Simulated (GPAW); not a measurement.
## The basis that the transmission of a Nb chain with two Cu atoms in line needs

Aim: T(E), conductance and thermopower of a Nb chain with two Cu atoms in line, and what cheaper settings cost in accuracy.

Calculated with GPAW 26.7.0; GPAW LCAO, PAW setups; Landauer transmission from Green's functions with principal layers (ASE), zero bias.

This is a report of a sequence of runs, with most program output left out.

## Step 1: The structure

The cell holds 16 atoms: 14 Nb and 2 Cu. Cell: a = 9.000 Å, b = 9.000 Å, c = 37.446 Å, α = 90.0°, β = 90.0°, γ = 90.0°. Regions: left lead, 7 atoms (7 Nb); channel, 2 atoms (2 Cu); right lead, 7 atoms (7 Nb). Vacuum lies along a and b. The structure is stacked along c, and the current runs across the ab planes.

## Step 2: GPAW, dzp

The script solves lead and junction separately, takes H and S in the orbital basis, and joins semi-infinite leads through their self-energies; the dzp basis is the working standard.

run.py

```python
import json
import numpy as np
from ase import Atoms
from ase.transport.calculators import TransportCalculator
from gpaw import GPAW, FermiDirac
from gpaw.lcao.tools import get_lcao_hamiltonian
from scipy.linalg import eigh

# The junction with lead layers at both ends, along the third cell vector
device = Atoms(
    ['Nb', 'Nb', 'Nb', 'Nb', 'Nb', 'Nb', 'Nb', 'Cu', 'Cu', 'Nb', 'Nb', 'Nb', 'Nb', 'Nb', 'Nb', 'Nb'],
    positions=[
        [4.50000, 4.50000, 1.17500],
        [4.50000, 4.50000, 3.52500],
        [4.50000, 4.50000, 5.87500],
        [4.50000, 4.50000, 8.22500],
        [4.50000, 4.50000, 10.57500],
        [4.50000, 4.50000, 12.92500],
        [4.50000, 4.50000, 15.27500],
        [4.50000, 4.50000, 17.57300],
        [4.50000, 4.50000, 19.87300],
        [4.50000, 4.50000, 22.17100],
        [4.50000, 4.50000, 24.52100],
        [4.50000, 4.50000, 26.87100],
        [4.50000, 4.50000, 29.22100],
        [4.50000, 4.50000, 31.57100],
        [4.50000, 4.50000, 33.92100],
        [4.50000, 4.50000, 36.27100]],
    cell=[[9.0, 0.0, 0.0], [0.0, 9.0, 0.0], [0.0, 0.0, 37.446]],
    pbc=True)

# One principal layer of the lead: the first 5 atoms of the device
lead = Atoms(
    ['Nb', 'Nb', 'Nb', 'Nb', 'Nb'],
    positions=[
        [4.50000, 4.50000, 1.17500],
        [4.50000, 4.50000, 3.52500],
        [4.50000, 4.50000, 5.87500],
        [4.50000, 4.50000, 8.22500],
        [4.50000, 4.50000, 10.57500]],
    cell=[[9.0, 0.0, 0.0], [0.0, 9.0, 0.0], [0.0, 0.0, 11.75]],
    pbc=True)

settings = dict(mode='lcao', basis='dzp', xc='PBE', h=0.2,
                occupations=FermiDirac(0.1), maxiter=250,
                mixer=dict(beta=0.1, nmaxold=8, weight=100.0),
                convergence=dict(density=0.0001))
energies = np.arange(-2, 2 + 1e-9, 0.05)
eta = 0.0001
n1, n2 = 1, 1
# k and -k transmit alike, so half of the mesh across the current serves
mesh = [(i, j) for i in range(n1) for j in range(n2) if (i, j) <= (-i % n1, -j % n2)]
weights = np.array([1 if (i, j) == (-i % n1, -j % n2) else 2 for i, j in mesh]) / (n1 * n2)

# [... helper functions left out ...]
fermi_lead = ground_state(lead, (1, 1, 10), 'lead.txt')
fermi_device = ground_state(device, (1, 1, 2), 'device.txt')
# [... loop over the mesh left out, but for ...]
        # Shift the lead onto the potential of the device's first layer
        shift = ((H[:, 0, 0] - H0[:, 0, 0]) / S0[0, 0]).real.mean()
# [...]
kT = 8.617333e-5 * 500
bias = [0.1, 0.2, 0.5, 1.0, 1.5, 2.0]
# [... integrals and printing left out ...]
```

Started as:

```sh
> OMP_NUM_THREADS=1 OPENBLAS_NUM_THREADS=1 python run.py
```

Elapsed: 3.6 min, on 1 thread of Arm Neoverse V2, shared host; peak memory 1.5 GiB.

Numbers from this step:

- conductance: 0.9907 G₀
- largest coupling past the next principal layer: 3.08e-7 eV
- largest misfit of the first principal layer: 0.04500 eV
- shift that aligns the lead: -0.008239 eV
- basis functions of the junction: 436
- basis functions of a principal layer: 145
- transmission at the Fermi level (one spin): 0.9904

One spin. The transmission, zone mean by energy, zero at the Fermi level:

```csv
energy (eV),"transmission, zone mean"
-2.00,0.156
-1.85,0.420
-1.70,0.896
-1.60,1.06
-1.55,1.09
-1.45,1.06
-1.30,1.02
-1.15,0.994
-1.05,0.978
-0.90,0.969
-0.75,0.970
-0.60,0.975
-0.50,0.976
-0.35,0.979
-0.20,0.983
-0.05,0.988
0.00,0.990
0.05,0.993
0.20,1.00
0.35,1.01
0.50,1.02
0.60,1.03
0.75,1.04
0.90,1.05
1.05,1.06
1.15,1.07
1.30,1.08
1.45,1.09
1.50,1.09
1.60,1.07
1.70,0.991
1.85,0.983
2.00,0.971
```

Not self-consistent under bias; the bias window is split evenly. Table of current through one cell, from the zero-bias transmission by bias:

```csv
bias (V),"current through one cell, from the zero-bias transmission (μA)"
0.100,7.68
0.200,15.4
0.500,38.4
1.000,77.0
1.500,116
2.000,155
```

The transmission of the three most open eigenchannels by energy, zero at the Fermi level:

```csv
energy (eV),channel 1,channel 2,channel 3
-2.00,0.0681,0.0681,0.0201
-1.85,0.305,0.0575,0.0575
-1.70,0.791,0.0521,0.0521
-1.60,0.963,0.0502,0.0502
-1.45,0.963,0.0477,0.0477
-1.30,0.924,0.0444,0.0444
-1.15,0.905,0.0404,0.0404
-1.05,0.896,0.0374,0.0374
-0.90,0.890,0.0354,0.0354
-0.75,0.895,0.0339,0.0339
-0.60,0.902,0.0339,0.0339
-0.50,0.902,0.0344,0.0344
-0.35,0.905,0.0352,0.0352
-0.20,0.909,0.0354,0.0354
-0.05,0.917,0.0342,0.0342
0.00,0.921,0.0335,0.0335
0.05,0.926,0.0327,0.0327
0.20,0.939,0.0300,0.0300
0.35,0.956,0.0276,0.0276
0.50,0.968,0.0261,0.0261
0.60,0.975,0.0262,0.0262
0.75,0.983,0.0271,0.0271
0.90,0.990,0.0298,0.0298
1.05,0.995,0.0338,0.0338
1.15,0.997,0.0368,0.0368
1.30,0.999,0.0411,0.0411
1.45,0.998,0.0444,0.0444
1.60,0.995,0.0391,0.0391
1.70,0.991,1.7e-4,6.1e-10
1.85,0.983,1.5e-4,3.3e-10
2.00,0.971,1.3e-4,2.7e-10
```

Couplings past the next layer reach 3.1e-7 eV, small enough to drop; the matrix elements of the cell's first layer differ from the bulk lead's by up to 0.045 eV. That layer keeps its own values in the calculation, and only beyond it is the lead taken as perfect. The Fermi levels of lead and junction count from different zeros of potential, one for each periodic cell; with both set to zero, the small remaining shift is what aligns them. By hand: G = 0.9907 × 77.48 μS = 76.8 μS, a resistance of 13.0 kΩ; at 0.1 V a linear junction would pass 7.68 μA, and the integral over the bias window gives 7.68 μA.

## Step 3: GPAW, szp: basis = "szp(dzp)"

The second zeta is dropped, the polarisation orbitals stay.

run.py, as its differences from that of step 2:

```diff
@@ -43,3 +43,3 @@
 
-settings = dict(mode='lcao', basis='dzp', xc='PBE', h=0.2,
+settings = dict(mode='lcao', basis='szp(dzp)', xc='PBE', h=0.2,
                 occupations=FermiDirac(0.1), maxiter=250,
```

Elapsed: 2.5 min, on 1 thread; peak memory 1.4 GiB.

This step gave:

```
conductance                                    : 0.9704 G₀
largest coupling past the next principal layer : 3.00e-7 eV
largest misfit of the first principal layer    : 0.04355 eV
shift that aligns the lead                     : -0.003275 eV
basis functions of the junction                : 242
basis functions of a principal layer           : 80
transmission at the Fermi level (one spin)     : 0.9697
```

One spin. Table of transmission, zone mean by energy, zero at the Fermi level:

energy (eV), transmission, zone mean and a bar from the least value:
```
   -2.000       0.16 
   -1.800       0.39 #######
   -1.600       0.85 #######################
   -1.400       1.07 ##############################
   -1.350       1.08 ##############################
   -1.200       1.03 ############################
   -1.000       1.00 ###########################
   -0.800       0.98 ###########################
   -0.600       0.97 ##########################
   -0.400       0.98 ###########################
   -0.200       0.97 ##########################
    0.000       0.97 ##########################
    0.200       0.97 ##########################
    0.400       0.99 ###########################
    0.600       1.00 ###########################
    0.800       1.02 ############################
    1.000       1.03 ############################
    1.200       1.05 #############################
    1.400       1.06 #############################
    1.600       1.07 ##############################
    1.750       1.08 ##############################
    1.800       1.08 ##############################
    2.000       0.99 ###########################
```

Not self-consistent under bias; the bias window is split evenly. The current through one cell, from the zero-bias transmission by bias:

```csv
bias (V),"current through one cell, from the zero-bias transmission (μA)"
0.100,7.52
0.200,15.0
0.500,37.7
1.000,75.6
1.500,114
2.000,153
```

Table of transmission of the three most open eigenchannels by energy, zero at the Fermi level:

```csv
energy (eV),channel 1,channel 2,channel 3
-2.00,0.0624,0.0624,0.0340
-1.90,0.112,0.0554,0.0554
-1.80,0.288,0.0504,0.0504
-1.70,0.535,0.0470,0.0470
-1.55,0.852,0.0435,0.0435
-1.45,0.961,0.0413,0.0413
-1.35,0.999,0.0391,0.0391
-1.25,0.967,0.0367,0.0367
-1.15,0.949,0.0344,0.0344
-1.05,0.939,0.0323,0.0323
-0.90,0.925,0.0301,0.0301
-0.80,0.917,0.0291,0.0291
-0.70,0.913,0.0286,0.0286
-0.60,0.912,0.0284,0.0284
-0.50,0.914,0.0284,0.0284
-0.40,0.916,0.0283,0.0283
-0.25,0.916,0.0277,0.0277
-0.15,0.916,0.0269,0.0269
-0.05,0.916,0.0257,0.0257
0.00,0.917,0.0250,0.0250
0.05,0.919,0.0243,0.0243
0.15,0.924,0.0229,0.0229
0.25,0.932,0.0215,0.0215
0.40,0.946,0.0200,0.0200
0.50,0.955,0.0194,0.0194
0.60,0.963,0.0192,0.0192
0.70,0.970,0.0194,0.0194
0.80,0.977,0.0200,0.0200
0.90,0.982,0.0210,0.0210
1.05,0.988,0.0232,0.0232
1.15,0.992,0.0250,0.0250
1.25,0.994,0.0271,0.0271
1.35,0.996,0.0295,0.0295
1.45,0.998,0.0321,0.0321
1.55,0.999,0.0353,0.0353
1.70,0.999,0.0409,0.0409
1.80,0.998,0.0403,0.0403
1.90,0.997,0.0118,0.0118
2.00,0.995,1.6e-4,3.1e-10
```

The conductance, 0.970 G₀, lies 2.1 % below that of the dzp run.

## Step 4: GPAW, sz: basis = "sz(dzp)"

The minimal basis is the cheapest rung: no second zeta and no polarisation.

run.py, as its differences from that of step 3:

```diff
@@ -43,3 +43,3 @@
 
-settings = dict(mode='lcao', basis='szp(dzp)', xc='PBE', h=0.2,
+settings = dict(mode='lcao', basis='sz(dzp)', xc='PBE', h=0.2,
                 occupations=FermiDirac(0.1), maxiter=250,
```

Run time: 2.2 min. Hardware: 1 thread; peak memory 1.4 GiB.

This step gave:

```
conductance                                    : 0.8897 G₀
largest coupling past the next principal layer : 2.93e-7 eV
largest misfit of the first principal layer    : 0.03050 eV
shift that aligns the lead                     : -0.005220 eV
basis functions of the junction                : 194
basis functions of a principal layer           : 65
transmission at the Fermi level (one spin)     : 0.8890
```

The conductance, 0.890 G₀, lies 10 % below that of the dzp run.

## Step 5: LDA in the dzp basis: xc = "LDA"

Back in the dzp basis, the functional changes from PBE to LDA, to set the spread between functionals beside that between bases.

run.py, as its differences from that of step 4:

```diff
@@ -43,3 +43,3 @@
 
-settings = dict(mode='lcao', basis='sz(dzp)', xc='PBE', h=0.2,
+settings = dict(mode='lcao', basis='dzp', xc='LDA', h=0.2,
                 occupations=FermiDirac(0.1), maxiter=250,
```

It took 3.1 min on 1 thread; peak memory 1.5 GiB.

Numbers from this step:

| Item | Value |
| --- | --- |
| conductance | 0.9946 G₀ |
| largest coupling past the next principal layer | 1.93e-7 eV |
| largest misfit of the first principal layer | 0.04662 eV |
| shift that aligns the lead | -0.008040 eV |
| basis functions of the junction | 436 |
| basis functions of a principal layer | 145 |
| transmission at the Fermi level (one spin) | 0.9944 |

One spin. Transmission, zone mean against energy, zero at the Fermi level:

```csv
energy (eV),"transmission, zone mean"
-2.00,0.150
-1.85,0.452
-1.70,0.925
-1.60,1.07
-1.55,1.09
-1.45,1.05
-1.30,1.01
-1.15,0.984
-1.05,0.970
-0.90,0.962
-0.75,0.965
-0.60,0.971
-0.50,0.973
-0.35,0.977
-0.20,0.982
-0.05,0.991
0.00,0.994
0.05,0.998
0.20,1.01
0.35,1.02
0.50,1.03
0.60,1.03
0.75,1.04
0.90,1.05
1.05,1.06
1.15,1.07
1.30,1.08
1.45,1.08
1.60,1.07
1.70,0.995
1.85,0.975
2.00,0.961
```

The conductance, 0.995 G₀, lies 0.4 % above that of the dzp run.

## Step 6: All levels side by side

Times are for 1 thread of Arm Neoverse V2, shared host. Results by setting:

```csv
no.,run,conductance (G₀),time,memory (GiB)
1,dzp,0.9907,3.6 min,1.5
2,szp,0.9704,2.5 min,1.4
3,sz,0.8897,2.2 min,1.4
4,dzp LDA,0.9946,3.1 min,1.5
```

## Step 7: The levels side by side

The curves are compared point by point over the common energies.

This step: comparison of transmission and cost over codes and levels (GPAW 26.7.0).

Ladder, by row:

```csv
step,code,T at the Fermi level (sum over the listed spins),conductance (G0),r.m.s. T(E) from the first,wall time (s),peak memory (GiB),threads
dzp,GPAW,0.9904,0.9907,0,216.2,1.51,1
szp,GPAW,0.9697,0.9704,0.07016,149.2,1.44,1
sz,GPAW,0.889,0.8897,0.08637,131.5,1.36,1
dzp-LDA,GPAW,0.9944,0.9946,0.01052,188.1,1.51,1
```

The transmission, zone mean, sum over the listed spins by energy, zero at the Fermi level:

```csv
energy (eV),dzp,szp,sz,dzp-LDA
-2.00,0.156,0.159,0.174,0.150
-1.85,0.420,0.293,0.484,0.452
-1.70,0.896,0.629,0.870,0.925
-1.55,1.09,0.939,1.05,1.09
-1.50,1.09,1.00,1.06,1.07
-1.35,1.03,1.08,1.04,1.02
-1.20,1.00,1.03,0.952,0.993
-1.05,0.978,1.01,0.936,0.970
-0.90,0.969,0.991,0.922,0.962
-0.70,0.971,0.975,0.909,0.967
-0.55,0.976,0.975,0.907,0.972
-0.40,0.978,0.976,0.907,0.975
-0.25,0.981,0.975,0.902,0.980
-0.10,0.986,0.971,0.894,0.988
0.00,0.990,0.970,0.889,0.994
0.10,0.996,0.970,0.886,1.00
0.25,1.01,0.977,0.888,1.01
0.40,1.02,0.987,0.895,1.02
0.55,1.02,0.998,0.905,1.03
0.70,1.03,1.01,0.916,1.04
0.90,1.05,1.02,0.930,1.05
1.05,1.06,1.03,0.939,1.06
1.20,1.08,1.05,0.948,1.07
1.35,1.08,1.06,0.957,1.08
1.50,1.09,1.07,0.966,1.08
1.70,0.991,1.08,0.980,0.995
1.85,0.983,1.06,0.990,0.975
2.00,0.971,0.995,0.988,0.961
```

## Step 8: Mixing 0.02

Mixing changes the road to self-consistency, not its end. The mixing history changes the road to self-consistency, not its end.

This step: GPAW LCAO, PAW setups; Landauer transmission from Green's functions with principal layers (ASE), zero bias (GPAW 26.7.0).

run.py, as its differences from that of step 5:

```diff
@@ -43,5 +43,5 @@
 
-settings = dict(mode='lcao', basis='dzp', xc='LDA', h=0.2,
+settings = dict(mode='lcao', basis='dzp', xc='PBE', h=0.2,
                 occupations=FermiDirac(0.1), maxiter=250,
-                mixer=dict(beta=0.1, nmaxold=8, weight=100.0),
+                mixer=dict(beta=0.02, nmaxold=12, weight=100.0),
                 convergence=dict(density=0.0001))
```

Wall time 2.6 min (1 thread); peak memory 1.6 GiB.

Numbers from this step:

| Quantity | Value |
| --- | --- |
| conductance | 0.9907 G₀ |
| largest coupling past the next principal layer | 3.08e-7 eV |
| largest misfit of the first principal layer | 0.04529 eV |
| shift that aligns the lead | -0.007349 eV |
| transmission at the Fermi level (one spin) | 0.9904 |

One spin. Table of transmission, zone mean by energy, zero at the Fermi level:

```csv
energy (eV),"transmission, zone mean"
-2.000,0.157
-1.800,0.589
-1.600,1.06
-1.550,1.09
-1.400,1.05
-1.200,1.00
-1.000,0.974
-0.800,0.968
-0.600,0.974
-0.400,0.979
-0.200,0.982
0.000,0.990
0.200,1.00
0.400,1.01
0.600,1.03
0.800,1.04
1.000,1.06
1.200,1.08
1.400,1.09
1.500,1.09
1.600,1.07
1.800,0.986
2.000,0.970
```

Not self-consistent under bias; the bias window is split evenly. The current through one cell, from the zero-bias transmission by bias:

```csv
bias (V),"current through one cell, from the zero-bias transmission (μA)"
0.100,7.68
0.200,15.4
0.500,38.4
1.000,77.0
1.500,116
2.000,155
```

Transmission of the three most open eigenchannels against energy, zero at the Fermi level:

```csv
energy (eV),channel 1,channel 2,channel 3
-2.000,0.0680,0.0680,0.0209
-1.800,0.478,0.0553,0.0553
-1.600,0.964,0.0502,0.0502
-1.400,0.948,0.0466,0.0466
-1.200,0.911,0.0417,0.0417
-1.000,0.893,0.0369,0.0369
-0.800,0.893,0.0341,0.0341
-0.600,0.901,0.0339,0.0339
-0.400,0.905,0.0350,0.0350
-0.200,0.908,0.0354,0.0354
0.000,0.921,0.0335,0.0335
0.200,0.941,0.0300,0.0300
0.400,0.960,0.0270,0.0270
0.600,0.975,0.0260,0.0260
0.800,0.986,0.0278,0.0278
1.000,0.994,0.0324,0.0324
1.200,0.998,0.0384,0.0384
1.400,0.999,0.0436,0.0436
1.600,0.995,0.0388,0.0388
1.800,0.986,1.6e-4,3.3e-10
2.000,0.970,1.3e-4,2.7e-10
```

The conductance equals that of the dzp run to 0.2 %.

[end of part 1 of 2]

[Logs are printed without paths, hosts, clocks, repeated set-up lines and the standing remarks that a program may print on its own settings, such as how far it seeks lower states.]

[Hosts, paths, dates, database ids (printed as entryN), source tags and the programs' standing remarks are cut or masked in the printed files.]
